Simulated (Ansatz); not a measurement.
## InP: equation of state with LDA

**Measured values to compare with.**

A printed reference work, data compilation reports, for a bulk crystal of InP: bulk modulus 71 GPa.

InP:

```
In P
1.0
     0.00000    2.93050    2.93050
     2.93050    0.00000    2.93050
     2.93050    2.93050    0.00000
In P
1 1
Direct
  0.00000 0.00000 0.00000
  0.75000 0.75000 0.75000
```

```json
{
  "Program": "Ansatz 0.2.0",
  "Task": "equation of state",
  "Functional": "LDA",
  "Potentials or basis": "all-electron LAPW, scalar-relativistic",
  "Basis error allowed": "0.001 eV/atom",
  "k mesh": "8 × 8 × 8",
  "Occupations": "fermi-dirac, width 0.05 eV",
  "Spin": "no spin polarisation"
}
```

```yaml
Equilibrium_volume: 24.73 Å³/atom
Bulk_modulus: 71 GPa
Pressure_derivative_of_the_bulk_modulus: 4.8
```

Energy against volume, from the lowest point:
```
volume (Å³/atom)  energy (meV/atom)
          23.657              11.16
          24.160               2.98
          24.663               0.00
          25.167               1.65
          25.670               7.41
          26.173              16.85
          26.677              29.52
```

All runs of the series together: 2.8 min on 1 thread of Intel(R) Xeon(R) Processor @ 2.50GHz (Skylake/Cascade Lake), with other jobs on the host.

A measured bulk modulus of InP is 71 GPa (a printed reference work, data compilation); the calculated 71 GPa misses it by +0.4 %. The fit is for a static lattice scaled at fixed shape and fixed fractional positions.

LDA usually gives volumes a few per cent too small.
